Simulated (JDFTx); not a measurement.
The system is WS2 (Tungstenite).

```
W S
1.0
     3.18000    0.00000    0.00000
    -1.59000    2.75396    0.00000
     0.00000    0.00000   12.50000
W S
2 4
Direct
  0.66667 0.33333 0.75000
  0.33333 0.66667 0.25000
  0.66667 0.33333 0.37500
  0.33333 0.66667 0.87500
  0.66667 0.33333 0.12500
  0.33333 0.66667 0.62500
```

Base run:

| Property | Result |
| --- | --- |
| Program | JDFTx 1.7.0 (patched build) |
| Functional | LDA |
| Potentials or basis | PseudoDojo-SR-LDA-0.4.1-standard with smoothed tails |
| Cutoff | 952 eV |
| Density cutoff | 7619 eV |
| k mesh | 10 × 10 × 3 |
| Occupations | gaussian, width 0.02 eV |
| Spin | no spin polarisation |

Its results: band gap on the k mesh 1.04 eV, indirect (least direct gap 2.06 eV); pressure -5.9 GPa; largest force 0.388 eV/Å.

Question: The run is repeated on the same cell with these changes: k mesh from 10 × 10 × 3 to 4 × 4 × 1; occupations from gaussian, width 0.02 eV to fermi-dirac, width 0.05 eV. What comes out?

Answer: Band gap on the k mesh 1.32 eV, indirect (least direct gap 2.23 eV); pressure -6.2 GPa; largest force 0.461 eV/Å.

Caveats: some runs use coarse meshes; spin-orbit coupling is left out, which moves the levels of the heavy elements; an odd mesh through Γ misses points on the zone boundary, where band edges often lie.

Not every run made on this cell is shown here.
